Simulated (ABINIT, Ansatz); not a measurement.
## GaAs (F-43m): changed settings of a GW run in ABINIT

What do changed inputs do to GW on GaAs (F-43m)?

Main program and level: ABINIT 10.8.3; PBE and many-body steps on it, plane waves.

### 1. Starting point

Symmetry: F-43m, No. 216, cubic system. Conventional cell: a = 5.654 Å, b = 5.654 Å, c = 5.654 Å, α = 90.00°, β = 90.00°, γ = 90.00°. Ga has 4 As at 2.45 Å nearest. Nearest to As lie 4 Ga at 2.45 Å. Farther neighbours are not listed.

The cell and positions come from the Crystallography Open Database and are kept as given unless a step says otherwise.

### 2. Screening, 6×6×6 mesh, 140 bands, screening to 176.9 eV

This step: ABINIT 10.8.3; RPA screening on PBE, plane waves, norm-conserving pseudopotentials.

The RPA dielectric matrix is built and inverted for each q.

run.abi reads:

```
acell 3*1.0 Angstrom
rprim 
  0.000000000000 2.826850000000 2.826850000000
  2.826850000000 0.000000000000 2.826850000000
  2.826850000000 2.826850000000 -0.000000000000
ntypat 2
znucl 31 33
natom 2
typat 1 2
xred 
  0.000000000000 0.000000000000 0.000000000000
  0.250000000000 0.250000000000 0.250000000000
pp_dirpath "pseudos"
pseudos "Ga.upf, As.upf"
ecut 45
ngkpt 6 6 6
nshiftk 1
shiftk 0 0 0
kptopt 1
chksymbreak 0
istwfk *1
occopt 1
irdwfk 1
optdriver 3
nband 140
ecuteps 6.5
inclvkb 2
awtr 1
symchi 1
indata_prefix "in"
outdata_prefix "out"
tmpdata_prefix "tmp"
```

Run with:

```sh
$ OMP_NUM_THREADS=1 mpirun -n 4 abinit run.abi > log
```

The program printed:

```text
.Version 10.8.3 of ABINIT. v10.8.2 released Aug 2026.

 Symmetries : space group F-4 3 m (#216); Bravais cF (face-center cubic)
[... echo of the input left out ...]
== DATASET  1 ==================================================================
-   mpi_nproc: 4, omp_nthreads: 1 (-1 if OMP is not activated)

--- !DatasetInfo
iteration_state: {dtset: 1, }
dimensions: {natom: 2, nkpt: 16, mband: 140, nsppol: 1, nspinor: 1, nspden: 1, mpw: 4477, }
cutoff_energies: {ecut:  45.0, pawecutdg:  -1.0, }
electrons: {nelect:   4.40000000E+01, charge:   0.00000000E+00, occopt:   1.00000000E+00, tsmear:   1.00000000E-02, }

 SCREENING: Calculation of the susceptibility and dielectric matrices

 Based on a program developped by R.W. Godby, V. Olevano, G. Onida, and L. Reining.
 Incorporated in ABINIT by V. Olevano, G.-M. Rignanese, and M. Torrent.
.Using double precision arithmetic ; gwpc =  8

[... cell and pseudopotentials left out ...]
--------------------------------------------------------------------------------

 ==== K-mesh for the wavefunctions ====
 Number of points in the irreducible wedge :    16
[... list of points left out ...]
 Together with 24 symmetry operations and time-reversal symmetry
 yields   216 points in the full Brillouin Zone.

 ==== Q-mesh for the screening function ====
 Number of points in the irreducible wedge :    16
[... list of points left out ...]
 Together with 24 symmetry operations and time-reversal symmetry
 yields   216 points in the full Brillouin Zone.

 setmesh: FFT mesh size selected  =    32x   32x   32
          total number of points  =        32768

 vcoul_init : cutoff-mode = AUXILIARY_FUNCTION
 q-points for optical limit:   1
     1)      0.000010    0.000020    0.000030

- screening: taking advantage of time-reversal symmetry
- Maximum band index for partially occupied states nbvw = 22
- Remaining bands to be divided among processors   nbcw = 118
- Number of bands treated by each node ~29

 Number of electrons calculated from density =   44.0000; Expected =   44.0000
 average of density, n =  0.144317
 r_s =    1.1827
 omega_plasma =   36.6450 [eV]

 calculating chi0 at frequencies [eV] :
  1    0.000000E+00    0.000000E+00
  2    0.000000E+00    3.664498E+01

--------------------------------------------------------------------------------
  q-point number  1        q = ( 0.000000, 0.000000, 0.000000) [r.l.u.]
--------------------------------------------------------------------------------
[... chi0 elements left out ...]
 For q-point:  0.000010 0.000020 0.000030
  dielectric constant =  52.2357
  dielectric constant without local fields =  54.3561

  Average fulfillment of the sum rule on Im[epsilon] for q-point    1 :     39.65  [%]
[... wings left out ...]
  q-point number  2        q = ( 0.166667, 0.000000, 0.000000) [r.l.u.]
--------------------------------------------------------------------------------
[... chi0 elements left out ...]
  Average fulfillment of the sum rule on Im[epsilon] for q-point    2 :     47.81  [%]

 [... 14 further q-points ...]
```

Wall time 8.7 min (4 MPI ranks of Intel Xeon 6975P-C (Granite Rapids), shared host); peak memory 2.4 GiB; 31 min of CPU time.

This step gave:

```yaml
eps_infinity_with_local_fields_on_this_mesh_along_the_program_s_q_direction: 52.24
the_same_without_local_fields: 54.36
plasma_frequency: 36.65 eV
plane_waves_in_the_screening_matrix: 259
```

Local fields lower ε∞ by 4 %.

### 3. Base

The self-energy is evaluated for the states that the input lists, and the levels follow from it, in one-shot runs by the linearised quasiparticle equation.

This step: G0W0 on PBE, plane waves, norm-conserving pseudopotentials.

run.abi, as its differences from that of step 2:

```diff
@@ -23,8 +23,15 @@
 irdwfk 1
-optdriver 3
+optdriver 4
 nband 140
+gwcalctyp 0
+ecutsigx 45
+symsigma 1
+nkptgw 1
+kptgw 
+  0.0000000000 0.0000000000 0.0000000000
+bdgw 
+  20 26
 ecuteps 6.5
-inclvkb 2
-awtr 1
-symchi 1
+irdscr 1
+ppmodel 1
 indata_prefix "in"
```

The program printed:

```text
.Version 10.8.3 of ABINIT. v10.8.2 released Aug 2026.

 Symmetries : space group F-4 3 m (#216); Bravais cF (face-center cubic)
[... echo of the input left out ...]
== DATASET  1 ==================================================================
-   mpi_nproc: 4, omp_nthreads: 1 (-1 if OMP is not activated)

--- !DatasetInfo
iteration_state: {dtset: 1, }
dimensions: {natom: 2, nkpt: 16, mband: 140, nsppol: 1, nspinor: 1, nspden: 1, mpw: 4477, }
cutoff_energies: {ecut:  45.0, pawecutdg:  -1.0, }
electrons: {nelect:   4.40000000E+01, charge:   0.00000000E+00, occopt:   1.00000000E+00, tsmear:   1.00000000E-02, }

 SIGMA: Calculation of the GW corrections

 Based on a program developped by R.W. Godby, V. Olevano, G. Onida, and L. Reining.
 Incorporated in ABINIT by V. Olevano, G.-M. Rignanese, and M. Torrent.
.Using double precision arithmetic ; gwpc =  8

[... cell and pseudopotentials left out ...]
--------------------------------------------------------------------------------

 ==== K-mesh for the wavefunctions ====
 Number of points in the irreducible wedge :    16
[... list of points left out ...]
 Together with 24 symmetry operations and time-reversal symmetry
 yields   216 points in the full Brillouin Zone.

 ==== Q-mesh for screening function ====
 Number of points in the irreducible wedge :    16
[... list of points left out ...]
 Together with 24 symmetry operations and time-reversal symmetry
 yields   216 points in the full Brillouin Zone.

 vcoul_init : cutoff-mode = AUXILIARY_FUNCTION
 q-points for optical limit:   1
     1)      0.000010    0.000020    0.000030
 setmesh: FFT mesh size selected  =    45x   45x   45
          total number of points  =        91125

 Number of electrons calculated from density =   44.0000; Expected =   44.0000
 average of density, n =  0.144317
 r_s =    1.1827
 omega_plasma =   36.6450 [eV]

 === KS Band Gaps ===
  >>>> For spin  1
   Minimum direct gap =   0.5078 [eV], located at k-point      :   0.0000  0.0000  0.0000
   Fundamental gap    =   0.5078 [eV], Top of valence bands at :   0.0000  0.0000  0.0000
                                       Bottom of conduction at :   0.0000  0.0000  0.0000
 SIGMA fundamental parameters:
 PLASMON POLE MODEL  1
 number of plane-waves for SigmaX                 4477
 number of plane-waves for SigmaC and W            259
 number of plane-waves for wavefunctions          4477
 number of bands                                   140
 number of independent spin polarizations            1
 number of spinorial components                      1
 number of k-points in IBZ                          16
 number of q-points in IBZ                          16
 number of symmetry operations                      24
 number of k-points in BZ                          216
 number of q-points in BZ                          216
 number of frequencies for dSigma/dE                 9
 frequency step for dSigma/dE [eV]                0.25
 number of omega for Sigma on real axis              0
 max omega for Sigma on real axis  [eV]           0.00
 zcut for avoiding poles [eV]                     0.10

 EPSILON^-1 parameters (SCR file):
 dimension of the eps^-1 matrix on file            259
 dimension of the eps^-1 matrix used               259
 number of plane-waves for wavefunctions          4477
 number of bands                                   140
 number of q-points in IBZ                          16
 number of frequencies                               2
 number of real frequencies                          1
 number of imag frequencies                          1

 matrix elements of self-energy operator (all in [eV])

 Perturbative Calculation

--- !SelfEnergy_ee
iteration_state: {dtset: 1, }
kpoint     : [   0.000,    0.000,    0.000, ]
spin       : 1
KS_gap     :    0.508
QP_gap     :    1.107
Delta_QP_KS:    0.600
data: !SigmaeeData |
     Band     E0 <VxcDFT>   SigX SigC(E0)      Z dSigC/dE  Sig(E)    E-E0       E
       20   5.666 -14.339 -15.777   0.853   0.797  -0.255 -14.806  -0.467   5.200
       21   5.666 -14.339 -15.777   0.853   0.797  -0.255 -14.806  -0.467   5.200
       22   5.666 -14.339 -15.777   0.853   0.797  -0.255 -14.806  -0.467   5.200
       23   6.174 -14.711 -11.038  -3.506   0.802  -0.247 -14.577   0.133   6.307
       24   9.403 -11.539  -7.129  -4.297   0.801  -0.249 -11.449   0.090   9.493
       25   9.403 -11.539  -7.129  -4.297   0.801  -0.249 -11.449   0.090   9.493
       26   9.403 -11.539  -7.129  -4.297   0.801  -0.249 -11.449   0.090   9.493

== END DATASET(S) ==============================================================
================================================================================

 -outvars: echo values of variables after computation  --------
           etotal      0.0000000000E+00
            nband         140
             nkpt          16
          spgroup         216
 [... the other variables as echoed above ...]

 Calculation completed.
```

Elapsed: 18 s, on 4 MPI ranks; peak memory 1.8 GiB; 62 s of CPU time.

Numbers from this step:

- G0W0 gap on the points computed: 1.107 eV
- starting gap on the mesh: 0.5078 eV
- k of the valence top: 0, 0, 0
- k of the conduction bottom: 0, 0, 0
- Z at the valence top: 0.797
- Z at the conduction bottom: 0.802
- least direct G0W0 gap on the computed points: 1.107 eV

The gap on the mesh goes from 0.51 eV to 1.11 eV, a correction of +0.60 eV.

### 4. Scissors in G

run.abi, as its differences from that of step 3:

```diff
@@ -36,2 +36,3 @@
 ppmodel 1
+mbpt_sciss 0.5 eV
 indata_prefix "in"
```

The program printed:

```text
.Version 10.8.3 of ABINIT. v10.8.2 released Aug 2026.

 Symmetries : space group F-4 3 m (#216); Bravais cF (face-center cubic)
[... echo of the input left out ...]
== DATASET  1 ==================================================================
-   mpi_nproc: 4, omp_nthreads: 1 (-1 if OMP is not activated)

--- !DatasetInfo
iteration_state: {dtset: 1, }
dimensions: {natom: 2, nkpt: 16, mband: 140, nsppol: 1, nspinor: 1, nspden: 1, mpw: 4477, }
cutoff_energies: {ecut:  45.0, pawecutdg:  -1.0, }
electrons: {nelect:   4.40000000E+01, charge:   0.00000000E+00, occopt:   1.00000000E+00, tsmear:   1.00000000E-02, }

 SIGMA: Calculation of the GW corrections

 Based on a program developped by R.W. Godby, V. Olevano, G. Onida, and L. Reining.
 Incorporated in ABINIT by V. Olevano, G.-M. Rignanese, and M. Torrent.
.Using double precision arithmetic ; gwpc =  8

[... cell and pseudopotentials left out ...]
--------------------------------------------------------------------------------

 ==== K-mesh for the wavefunctions ====
 Number of points in the irreducible wedge :    16
[... list of points left out ...]
 Together with 24 symmetry operations and time-reversal symmetry
 yields   216 points in the full Brillouin Zone.

 ==== Q-mesh for screening function ====
 Number of points in the irreducible wedge :    16
[... list of points left out ...]
 Together with 24 symmetry operations and time-reversal symmetry
 yields   216 points in the full Brillouin Zone.

 vcoul_init : cutoff-mode = AUXILIARY_FUNCTION
 q-points for optical limit:   1
     1)      0.000010    0.000020    0.000030
 setmesh: FFT mesh size selected  =    45x   45x   45
          total number of points  =        91125

 Number of electrons calculated from density =   44.0000; Expected =   44.0000
[...]
number of frequencies for dSigma/dE                 9
 frequency step for dSigma/dE [eV]                0.25
 number of omega for Sigma on real axis              0
 max omega for Sigma on real axis  [eV]           0.00
 zcut for avoiding poles [eV]                     0.10
 scissor energy [eV]                              0.50

 EPSILON^-1 parameters (SCR file):
 dimension of the eps^-1 matrix on file            259
 dimension of the eps^-1 matrix used               259
 number of plane-waves for wavefunctions          4477
 number of bands                                   140
 number of q-points in IBZ                          16
 number of frequencies                               2
 number of real frequencies                          1
 number of imag frequencies                          1

 matrix elements of self-energy operator (all in [eV])

 Perturbative Calculation

--- !SelfEnergy_ee
iteration_state: {dtset: 1, }
kpoint     : [   0.000,    0.000,    0.000, ]
spin       : 1
KS_gap     :    0.508
QP_gap     :    1.151
Delta_QP_KS:    0.643
data: !SigmaeeData |
     Band     E0 <VxcDFT>   SigX SigC(E0)      Z dSigC/dE  Sig(E)    E-E0       E
       20   5.666 -14.339 -15.777   0.893   0.798  -0.253 -14.774  -0.435   5.231
       21   5.666 -14.339 -15.777   0.893   0.798  -0.253 -14.774  -0.435   5.231
       22   5.666 -14.339 -15.777   0.893   0.798  -0.253 -14.774  -0.435   5.231
       23   6.174 -14.711 -11.038  -3.536   0.803  -0.245 -14.503   0.208   6.382
       24   9.403 -11.539  -7.129  -4.315   0.801  -0.248 -11.364   0.175   9.578
       25   9.403 -11.539  -7.129  -4.315   0.801  -0.248 -11.364   0.175   9.578
       26   9.403 -11.539  -7.129  -4.315   0.801  -0.248 -11.364   0.175   9.578

== END DATASET(S) ==============================================================
================================================================================

 -outvars: echo values of variables after computation  --------
           etotal      0.0000000000E+00
            nband         140
             nkpt          16
          spgroup         216
 [... the other variables as echoed above ...]

 Calculation completed.
```

Elapsed: 16 s, on 4 MPI ranks; peak memory 2 GiB.

Numbers from this step:

- G0W0 gap on the points computed: 1.151 eV
- starting gap on the mesh: 0.5078 eV
- k of the valence top: 0, 0, 0
- k of the conduction bottom: 0, 0, 0
- Z at the valence top: 0.798
- Z at the conduction bottom: 0.803
- least direct G0W0 gap on the computed points: 1.151 eV

### 5. Contour deformation on a plasmon-pole file

run.abi, as its differences from that of step 4:

```diff
@@ -25,3 +25,3 @@
 nband 140
-gwcalctyp 0
+gwcalctyp 2
 ecutsigx 45
@@ -35,4 +35,2 @@
 irdscr 1
-ppmodel 1
-mbpt_sciss 0.5 eV
 indata_prefix "in"
```

The program printed:

```text
.Version 10.8.3 of ABINIT. v10.8.2 released Aug 2026.

 Symmetries : space group F-4 3 m (#216); Bravais cF (face-center cubic)
================================================================================
 Values of the parameters that define the memory need of the present run
     intxc =       0    ionmov =       0      iscf =       7    lmnmax =       6
     lnmax =       6     mgfft =      48  mpssoang =       3    mqgrid =    3001
     natom =       2  nloc_mem =       1    nspden =       1   nspinor =       1
    nsppol =       1      nsym =      24    n1xccc =    2501    ntypat =       2
    occopt =       1   xclevel =       2
-    mband =         140        mffmem =           1         mkmem =           4
       mpw =        4477          nfft =      110592          nkpt =          16
================================================================================
  Rough estimation (10% accuracy) of disk space for files :
================================================================================

--------------------------------------------------------------------------------
------------- Echo of variables that govern the present computation ------------
--------------------------------------------------------------------------------
 -outvars: echo values of preprocessed input variables --------
            acell      1.8897261259E+00  1.8897261259E+00  1.8897261259E+00 Bohr

             bdgw          20      26
      chksymbreak           0
             ecut      4.50000000E+01 Hartree
          ecuteps      6.50000000E+00 Hartree
         ecutsigx      4.50000000E+01 Hartree
          ecutwfn      4.50000000E+01 Hartree
-          fftalg         312
        gwcalctyp           2
           irdscr           1
           irdwfk           1

[...]
setmesh: FFT mesh size selected  =    45x   45x   45
          total number of points  =        91125

 Number of electrons calculated from density =   44.0000; Expected =   44.0000
 average of density, n =  0.144317
 r_s =    1.1827
 omega_plasma =   36.6450 [eV]

 === KS Band Gaps ===
  >>>> For spin  1
   Minimum direct gap =   0.5078 [eV], located at k-point      :   0.0000  0.0000  0.0000
   Fundamental gap    =   0.5078 [eV], Top of valence bands at :   0.0000  0.0000  0.0000
                                       Bottom of conduction at :   0.0000  0.0000  0.0000
 SIGMA fundamental parameters:
 CONTOUR DEFORMATION
 number of plane-waves for SigmaX                 4477
 number of plane-waves for SigmaC and W            259
 number of plane-waves for wavefunctions          4477
 number of bands                                   140
 number of independent spin polarizations            1
 number of spinorial components                      1
 number of k-points in IBZ                          16
 number of q-points in IBZ                          16
 number of symmetry operations                      24
 number of k-points in BZ                          216
 number of q-points in BZ                          216
 number of frequencies for dSigma/dE                 9
 frequency step for dSigma/dE [eV]                0.25
 number of omega for Sigma on real axis              0
 max omega for Sigma on real axis  [eV]           0.00
 zcut for avoiding poles [eV]                     0.10

 EPSILON^-1 parameters (SCR file):
 dimension of the eps^-1 matrix on file            259
 dimension of the eps^-1 matrix used               259
 number of plane-waves for wavefunctions          4477
 number of bands                                   140
 number of q-points in IBZ                          16
 number of frequencies                               2
 number of real frequencies                          1
 number of imag frequencies                          1

 matrix elements of self-energy operator (all in [eV])

 Perturbative Calculation

--- !ERROR
message: |
    Fatal error

--- !ERROR
message: |
    Fatal error

--- from the log ---
Fatal error
```

Wall time 5.5 s (4 MPI ranks); peak memory 0.39 GiB.

The run stopped with an error after 5.5 s.

The fault put into this input: contour deformation on a plasmon-pole file.

### 6. Side by side

Times are wall times on 4 MPI ranks of Intel Xeon 6975P-C (Granite Rapids), shared host, good to a factor of about two. A run's time includes the screening step that it read.

```csv
run,mesh,bands,screening cutoff (eV),DFT gap (eV),gap on the mesh (eV),direct (eV),ε∞ used,time
base,6×6×6,140,176.9,0.508,1.107,1.107,52.24,9 min
scissors in G,6×6×6,140,176.9,0.508,1.151,1.151,52.24,9 min
```

### 7. What came out

- base: 1.107 eV
- scissors in G: 1.151 eV
- known limits: not at the basis limit; mesh may overstate the screening; no spin-orbit coupling; coarse k mesh

In words: Scissors in G: +0.044 eV against base (keys changed: mbpt_sciss). Bands and cutoff are finite, so the gap is not at the basis limit. The miss can reach some tenths of an eV and take either sign; the mesh is an error of its own. In the G0W0 runs levels were corrected at 1 k point alone, so a gap called «on the mesh» is the least over those, and an edge elsewhere would be missed. The 6×6×6 mesh is coarse for this cell, which bears on the long-range parts of exchange and screening. For the PBE start: The RPA ε∞ on this mesh reaches over 25; with a narrow direct gap a coarse mesh can overstate it, and the correction is then too small. The many-body steps are scalar-relativistic: spin-orbit coupling is not in them.

[Paths, hosts, dates, memory and timing lines, banners, echoed tables and standing remarks are left out of the program output.]

[Logs are printed without paths, hosts, clocks, repeated set-up lines and the standing remarks that a program may print on its own settings, such as how far it seeks lower states.]

[Runs of the session that timed out or met a known fault of the program may be left out.]

[Hosts, paths, dates, database ids (printed as entryN), source tags and the programs' standing remarks are cut or masked in the printed files.]

[G0W0 gaps are taken among the corrected bands and points alone; a level outside them can change the order at an edge.]

[Where Ansatz stands beside ABINIT at settings called matched, ABINIT's density can come from a denser mesh and the files from another edition; pairs whose starting gaps differed by over 0.03 eV were left out, so agreement reads better than it is.]
